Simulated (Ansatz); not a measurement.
# Pt(111) with 4 layers of random Pt-Re, 2x2: scattering by chemical disorder, part 2 of 2

How strongly does chemical disorder scatter in Pt(111) with 4 layers of random Pt-Re, 2x2?

Ansatz 0.2.0; Ansatz plane-wave DFT, PBE, PAW files; ballistic transport by layer matching (Landauer), zero bias; PAW set soft_1.

So far. Step 3 (With 8 alloy layers): Over the solved energies the transmission per spin lies between 1.90 and 2.46, out of 6.73 channels of the lead on average (up to 7.08). The log calls the step of a lead's potential too much.

### 4. With 12 alloy layers

In 12 layers a share of 0.125 of the sites is given to Re at random. A fresh draw is used; the growth of the resistance with length is what counts.

System of this step: Pt(111) with 12 layers of random Pt-Re, 2x2. The cell holds 72 atoms: 66 Pt and 6 Re. Cell: a = 5.546 Å, b = 5.546 Å, c = 40.757 Å, α = 90.0°, β = 90.0°, γ = 120.0°. It derives from Pt. Regions: lead, 24 atoms (24 Pt); scattering region, 48 atoms (42 Pt and 6 Re). The structure is stacked along c, and the current runs across the ab planes.

File input.yaml:

```yaml
crystal:
  lattice:
    - [5.5462627489, 0.0, 0.0]
    - [-2.7731313745, 4.8032044366, 0.0]
    - [0.0, 0.0, 40.7565411427]
  atoms:
    - { symbol: Pt, position: [0.0, 0.0, 0.0277777778] }
    - { symbol: Pt, position: [0.0, 0.5, 0.0277777778] }
    - { symbol: Pt, position: [0.5, 0.0, 0.0277777778] }
    - { symbol: Pt, position: [0.5, 0.5, 0.0277777778] }
    - { symbol: Pt, position: [0.1666666667, 0.3333333333, 0.0833333333] }
    - { symbol: Pt, position: [0.1666666667, 0.8333333333, 0.0833333333] }
    - { symbol: Pt, position: [0.6666666667, 0.3333333333, 0.0833333333] }
    - { symbol: Pt, position: [0.6666666667, 0.8333333333, 0.0833333333] }
    - { symbol: Pt, position: [0.3333333333, 0.1666666667, 0.1388888889] }
    - { symbol: Pt, position: [0.3333333333, 0.6666666667, 0.1388888889] }
    - { symbol: Pt, position: [0.8333333333, 0.1666666667, 0.1388888889] }
    - { symbol: Pt, position: [0.8333333333, 0.6666666667, 0.1388888889] }
    - { symbol: Pt, position: [0.0, 0.0, 0.1944444444] }
    - { symbol: Pt, position: [0.0, 0.5, 0.1944444444] }
    - { symbol: Pt, position: [0.5, 0.0, 0.1944444444] }
    - { symbol: Pt, position: [0.5, 0.5, 0.1944444444] }
    - { symbol: Pt, position: [0.1666666667, 0.3333333333, 0.25] }
    - { symbol: Pt, position: [0.1666666667, 0.8333333333, 0.25] }
    - { symbol: Pt, position: [0.6666666667, 0.3333333333, 0.25] }
    - { symbol: Pt, position: [0.6666666667, 0.8333333333, 0.25] }
    - { symbol: Pt, position: [0.3333333333, 0.1666666667, 0.3055555556] }
    - { symbol: Pt, position: [0.3333333333, 0.6666666667, 0.3055555556] }
    - { symbol: Pt, position: [0.8333333333, 0.1666666667, 0.3055555556] }
    - { symbol: Pt, position: [0.8333333333, 0.6666666667, 0.3055555556] }
    - { symbol: Pt, position: [0.0, 0.0, 0.3611111111] }
    - { symbol: Re, position: [0.0, 0.5, 0.3611111111] }
    - { symbol: Pt, position: [0.5, 0.0, 0.3611111111] }
    - { symbol: Pt, position: [0.5, 0.5, 0.3611111111] }
    - { symbol: Pt, position: [0.1666666667, 0.3333333333, 0.4166666667] }
    - { symbol: Pt, position: [0.1666666667, 0.8333333333, 0.4166666667] }
    - { symbol: Pt, position: [0.6666666667, 0.3333333333, 0.4166666667] }
    - { symbol: Re, position: [0.6666666667, 0.8333333333, 0.4166666667] }
    - { symbol: Pt, position: [0.3333333333, 0.1666666667, 0.4722222222] }
    - { symbol: Pt, position: [0.3333333333, 0.6666666667, 0.4722222222] }
    - { symbol: Re, position: [0.8333333333, 0.1666666667, 0.4722222222] }
    - { symbol: Pt, position: [0.8333333333, 0.6666666667, 0.4722222222] }
    - { symbol: Pt, position: [0.0, 0.0, 0.5277777778] }
    - { symbol: Re, position: [0.0, 0.5, 0.5277777778] }
    - { symbol: Pt, position: [0.5, 0.0, 0.5277777778] }
    - { symbol: Pt, position: [0.5, 0.5, 0.5277777778] }
    - { symbol: Pt, position: [0.1666666667, 0.3333333333, 0.5833333333] }
    - { symbol: Pt, position: [0.1666666667, 0.8333333333, 0.5833333333] }
    - { symbol: Re, position: [0.6666666667, 0.3333333333, 0.5833333333] }
    - { symbol: Pt, position: [0.6666666667, 0.8333333333, 0.5833333333] }
    - { symbol: Pt, position: [0.3333333333, 0.1666666667, 0.6388888889] }
    - { symbol: Pt, position: [0.3333333333, 0.6666666667, 0.6388888889] }
    - { symbol: Pt, position: [0.8333333333, 0.1666666667, 0.6388888889] }
    - { symbol: Pt, position: [0.8333333333, 0.6666666667, 0.6388888889] }
    - { symbol: Pt, position: [0.0, 0.0, 0.6944444444] }
    - { symbol: Re, position: [0.0, 0.5, 0.6944444444] }
    - { symbol: Pt, position: [0.5, 0.0, 0.6944444444] }
    - { symbol: Pt, position: [0.5, 0.5, 0.6944444444] }
    - { symbol: Pt, position: [0.1666666667, 0.3333333333, 0.75] }
    - { symbol: Pt, position: [0.1666666667, 0.8333333333, 0.75] }
    - { symbol: Pt, position: [0.6666666667, 0.3333333333, 0.75] }
    - { symbol: Pt, position: [0.6666666667, 0.8333333333, 0.75] }
    - { symbol: Pt, position: [0.3333333333, 0.1666666667, 0.8055555556] }
    - { symbol: Pt, position: [0.3333333333, 0.6666666667, 0.8055555556] }
    - { symbol: Pt, position: [0.8333333333, 0.1666666667, 0.8055555556] }
    - { symbol: Pt, position: [0.8333333333, 0.6666666667, 0.8055555556] }
    - { symbol: Pt, position: [0.0, 0.0, 0.8611111111] }
    - { symbol: Pt, position: [0.0, 0.5, 0.8611111111] }
    - { symbol: Pt, position: [0.5, 0.0, 0.8611111111] }
    - { symbol: Pt, position: [0.5, 0.5, 0.8611111111] }
    - { symbol: Pt, position: [0.1666666667, 0.3333333333, 0.9166666667] }
    - { symbol: Pt, position: [0.1666666667, 0.8333333333, 0.9166666667] }
    - { symbol: Pt, position: [0.6666666667, 0.3333333333, 0.9166666667] }
    - { symbol: Pt, position: [0.6666666667, 0.8333333333, 0.9166666667] }
    - { symbol: Pt, position: [0.3333333333, 0.1666666667, 0.9722222222] }
    - { symbol: Pt, position: [0.3333333333, 0.6666666667, 0.9722222222] }
    - { symbol: Pt, position: [0.8333333333, 0.1666666667, 0.9722222222] }
    - { symbol: Pt, position: [0.8333333333, 0.6666666667, 0.9722222222] }
kpoints:
  mp_grid: { grid: [5, 5, 1] }
hamiltonian:
  xc: pbe
  pseudopotentials: { kind: paw, azcp: { folder: soft_1 } }
scf:
  occupations: { method: fermi_dirac, width: 0.1 }
output:
  transmission:
    leads: [[0, 4]]
    kmesh: [10, 10]
    e_range: [-0.05, 0.05]
    de: 0.05
  write_potential: true
  write_density: true
  volumetric_format: npy
```

Run with:

```bash
$ ansatz run input.yaml --threads 4 --pin off --max-ram 15360MiB --backend cpu --events-out ev --progress --plain --runs-dir out
```

Numbers of over 12 decimals in the logs are rounded to 6 here.

The log of the run:

```text
[...]
Crystal: 72 atoms, lattice volume = 1085.747 Å³
Basis set: ecut = 420 eV, 21305 PW (Γ)
Bands: 767, of which v1, the nominal top of the filled ones, is band 639 counted from 1 (638 counted from 0)
Symmetry: 1 space group operations
[...]
k-points: 13 of 25 (time reversal used)
[...]
SCF iter   1: F=—  HF=-891908.794912 eV  |F-HF|=—  |Δ(HF+E_count)|=         —  Δρ=1.45e-1  dr2=2.30e3  ethr=3.10e-3  ⟨swp⟩=5.0  Hψ=29715  notcnv=0  defer=394
[...]
SCF iter  11: F=-891847.063131 eV  HF=-891847.063131 eV  |F-HF|=7.95e-8  |Δ(HF+E_count)|=   1.33e-8  Δρ=6.05e-7  dr2=8.16e-8  ethr=7.82e-12  ⟨swp⟩=8.6  Hψ=28409  notcnv=0
SCF 1 converged in 11 iterations: F = -891847.063131 eV  dr2 = 8.16e-8
[...]
transmission: 388 of 3848 steps passed
transmission: 772 of 3848 steps passed
[...]
transmission: 3848 of 3848 steps passed
SCF converged after 11 iterations
Free energy (F): -891847.063131 eV
[...]
Internal energy: -891843.675736 eV  (E = F + TS)
E sigma→0 (E₀):  -891845.369433 eV
Entropy (-TS):   -3.387395 eV (-47.047 meV/atom)
Fermi energy:    23.553770 eV
[...]
--- Band table (eV; the first three rows and the last of 13) ---
  k-point 0: bands = [... 635 lower, 23.7813, 23.8190, 23.8292, 23.8330, 23.8461, 23.8671, 23.8691, 23.8944, ... 124 higher]
  k-point 1: bands = [... 635 lower, 23.5790, 23.6030, 23.6096, 23.6423, 23.6829, 23.6930, 23.7168, 23.7690, ... 124 higher]
  k-point 2: bands = [... 635 lower, 23.4785, 23.4878, 23.5059, 23.5287, 23.5408, 23.5673, 23.5909, 23.6097, ... 124 higher]
  k-point 12: bands = [... 635 lower, 23.4463, 23.4761, 23.4938, 23.5229, 23.5502, 23.5654, 23.5745, 23.5905, ... 124 higher]
--- Transmission ---
  basis      : 241 plane waves across, 74 finite elements along
  points     : 52, standing for a mesh of 10 x 10
[...]
channels       : 6.890000e0 a spin
[...]
junction   : crystal 0 to crystal 0, 1.57 to 40.06 Å
    transmission   : 1.762318e0 a spin
[...]
```

It took 21 min on 4 threads of Intel Xeon Platinum 8488C (Sapphire Rapids), shared host; peak memory 8.4 GiB; 76 min of CPU time.

Numbers from this step:

```
free energy                                    : -891847.0631 eV
energy at zero smearing                        : -891845.3694 eV
Fermi energy                                   : 23.55 eV
transmission per spin nearest the Fermi level  : 1.762
open channels per spin nearest the Fermi level : 6.89
step of the lead's potential                   : 4.2 meV
```

Per spin. Transmission, zone mean against energy, zero at the Fermi level:

| energy (eV) | transmission, zone mean |
| --- | --- |
| -0.0500 | 1.86 |
| 0.0000 | 1.76 |
| 0.0500 | 1.64 |

Over the solved energies the transmission per spin lies between 1.64 and 1.86, out of 6.75 channels of the lead on average (up to 7.14).

### 5. Resistance against length

This step: Ansatz plane-wave DFT, PBE, PAW files; ballistic transport by layer matching (Landauer), zero bias; residual resistivity from the slope of the area resistance, atoms on the host's lattice; PAW set soft_1 (Ansatz 0.2.0).

This step gave:

```
resistivity           : 48.98 µΩ cm
intercept             : 0.1355 fΩ m²
scatter about the fit : 0.02125 fΩ m²
```

Resistance, by row:

```
run  length (Å)      T  channels N  RA (fΩ m²)
 n4       9.057  3.204       6.753      0.5641
 n8       18.11  2.199        6.73       1.053
n12       27.17  1.753       6.747       1.451
```

The area resistance by length of the alloy:

| length of the alloy (Å) | area resistance (fΩ m²) |
| --- | --- |
| 9.06 | 0.564 |
| 18.11 | 1.05 |
| 27.17 | 1.45 |

The area resistance goes from 0.56 to 1.5 fΩ m² between 9.1 and 27.2 Å, a slope of 49 µΩ cm.

By hand from the end points: (1.451 − 0.5641) fΩ m² / (27.17 − 9.06) Å = 49 µΩ cm, since 1 fΩ m² per Å is 1000 µΩ cm.

### 6. What came out

| Property | Result |
| --- | --- |
| resistivity from the slope | 49.0 µΩ cm |
| area resistance over 9.06 Å | 0.564 fΩ m² |
| area resistance over 18.1 Å | 1.05 fΩ m² |
| area resistance over 27.2 Å | 1.45 fΩ m² |

What this shows: The slope gives 49 µΩ cm. The points scatter by 0.021 fΩ m² about the line, with one random draw a length in a 2x2 cell, so the slope is a rough value. Read with a model of isotropic scattering on a spherical Fermi surface and the lead's 2.0×10¹⁵ S/m², this slope means a mean free path near 7.8 Å; over these lengths the model's slope is within 3 % of its bulk resistivity. The draw over the shortest length came out nearly ordered, with 8 symmetry operations, so that point is a poor sample of a random alloy. The atoms sit on the host's lattice, so scattering by size misfit is left out. Spin-orbit coupling is left out, which matters for Pt and Re. A lead's potential steps by up to 28 meV from period to period, which the log calls too much, so longer leads could move the result.

[Logs are printed without paths, hosts, clocks, repeated set-up lines and the standing remarks that a program may print on its own settings, such as how far it seeks lower states.]

[Hosts, paths, dates, database ids (printed as entryN), source tags and the programs' standing remarks are cut or masked in the printed files.]
